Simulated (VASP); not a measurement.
Te:

```xyz
3
Lattice="4.4540 0.0000 0.0000 -2.2270 3.8573 0.0000 0.0000 0.0000 5.9240" Properties=species:S:1:pos:R:3 pbc="T T T"
Te    1.1981    0.0000    1.9747
Te   -0.5991    1.0376    3.9493
Te    1.6279    2.8197    0.0000
```

```yaml
Program: VASP 6.6.1
Task: relaxation of cell and atoms
Functional: PBE
Potentials_or_basis: VASP PAW PBE potentials, release 64 (Te)
Cutoff: 600 eV
k_mesh: 9 × 9 × 5
Occupations: gaussian, width 0.03 eV
Spin: no spin polarisation
```

At the start: pressure 1.5 GPa; volume 33.93 Å³/atom.

Problem. Where does the relaxation end?

Solution. Over 13 steps the energy falls by 4.6 meV/atom and the volume is 35.11 Å³/atom (+3.5 %); space group P3_121 (No. 152, to 0.05 Å).

Step by step:
| step | energy change (eV) | largest force (eV/Å) | pressure (GPa) | volume (Å³) |
| --- | --- | --- | --- | --- |
| 1 | 0.0000 | 0.1625 | 1.45 | 101.78 |
| 2 | -0.0076 | 0.1039 | -0.84 | 106.38 |
| 3 | -0.0134 | 0.0035 | 0.02 | 104.50 |
| 4 | -0.0134 | 0.0067 | 0.00 | 104.56 |
| 5 | -0.0135 | 0.0082 | -0.01 | 104.63 |
| 6 | -0.0138 | 0.0132 | -0.01 | 104.86 |
| 7 | -0.0138 | 0.0146 | -0.02 | 104.92 |
| 8 | -0.0139 | 0.0040 | 0.05 | 104.84 |
| 9 | -0.0139 | 0.0066 | 0.05 | 104.86 |
| 10 | -0.0139 | 0.0045 | 0.04 | 104.88 |
| 11 | -0.0139 | 0.0007 | 0.05 | 104.96 |
| 12 | -0.0139 | 0.0112 | 0.07 | 105.11 |
| 13 | -0.0139 | 0.0049 | -0.02 | 105.32 |

Final structure:
```
CELL_PARAMETERS angstrom
4.51716 0.00000 0.00000
-2.25858 3.91198 0.00000
0.00000 0.00000 5.96003
ATOMIC_POSITIONS crystal
Te 0.26837 0.00000 0.33333
Te 0.00000 0.26837 0.66667
Te 0.73163 0.73163 0.00000
```
